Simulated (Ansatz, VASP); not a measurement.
## One calculation of Au, two programs

```
Au
1.0
    -1.63241    1.63241    1.65727
     1.63241   -1.63241    1.65727
     1.63241    1.63241   -1.65727
Au
1
Direct
  0.00000 0.00000 0.00000
```

Change from the starting cell: strain -0.015 along x and y, +0.000 along z, atoms carried along.

Alike in both runs: task single point; functional PBE; k mesh 20 × 20 × 20; occupations gaussian, width 0.15 eV; no spin polarisation.

|  | VASP | Ansatz |
| --- | --- | --- |
| version | VASP 6.6.1 | Ansatz 0.2.0 |
| potentials or method | VASP PAW PBE potentials, release 64 (Au) | scalar-relativistic, plane waves, PAW |
| plane-wave cutoff (eV) | 520 | 420 |
| valence electrons in the cell | 11 | 19 |

|  | VASP | Ansatz | Ansatz less VASP |
| --- | --- | --- | --- |
| gap on the k mesh at the Fermi level (eV) | none | none | - |
| pressure (GPa) | 2.6 | 2.8 | +0.18 |

A gap of «none» marks a metal or a gap that the smearing closes. The two sets of potentials don't hold the same shells in valence.

The runs have no spin-orbit coupling, so splittings on Au are missing.
